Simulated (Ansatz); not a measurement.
# BN under changes of volume

One of the cells (9.145 Å³/atom); the others are scaled copies at fixed shape and fractional positions:

```xyz
2
Lattice="1.2511 0.7223 3.3729 -1.2511 0.7223 3.3729 0.0000 -1.4447 3.3729" Properties=species:S:1:pos:R:3 pbc="T T T"
N     0.0000    0.0000    6.7517
B     0.0000    0.0000    0.0033
```

The cell is a database's computed one.

- Program: Ansatz 0.2.0
- Functional: PBE0
- Potentials or basis: Ansatz PAW
- Cutoff: 420 eV (not typed: the program's choice for these potentials)
- k mesh: 6 × 6 × 6
- Occupations: fermi-dirac, width 0.05 eV
- Spin: no spin polarisation

| volume (Å³/atom) | energy over the lowest point (meV/atom) | pressure (GPa) | gap on the mesh (eV) | largest force (eV/Å) |
| --- | --- | --- | --- | --- |
| 8.596 | 22.64 | 15.4 | 6.38 | 0.002 |
| 8.779 | 8.57 | 9.3 | 6.36 | 0.004 |
| 8.962 | 1.24 | 3.7 | 6.33 | 0.005 |
| 9.145 | 0.00 | -1.5 | 6.31 | 0.007 |
| 9.328 | ? | ? | ? | ? |
| 9.510 | 13.89 | -10.4 | 6.25 | 0.009 |
| 9.693 | 28.01 | -14.3 | 6.23 | 0.010 |

Problem. What does the run at 9.328 Å³/atom give?

Solution. Energy over the lowest point 4.40 meV/atom; pressure -6.1 GPa; gap on the mesh 6.28 eV; largest force 0.008 eV/Å.

Worked out: A Birch-Murnaghan fit of order 3 (a polynomial in V^(-2/3)) to the other rows has its minimum at 9.09 Å³/atom with B0 = V·E''(V) = 250 GPa and B' = 3.6 at fixed shape and positions, which overstates the stiffness. It gives 4.43 meV/atom at 9.328 Å³/atom, against the run's 4.40, and -dE/dV = -6.2 GPa, against -6.1. A straight line through the other rows of the gap, of slope -1.29 eV per unit of ln V, gives 6.28 eV, against the run's 6.28.

Energies are extrapolated to zero smearing.

Caveats: all runs use coarse meshes; the PAW data sets come from PBE, with cores solved anew for the run's functional, which leaves a small shift of forces and pressure; the thresholds are loose for stress.

A mesh can miss the band edges.
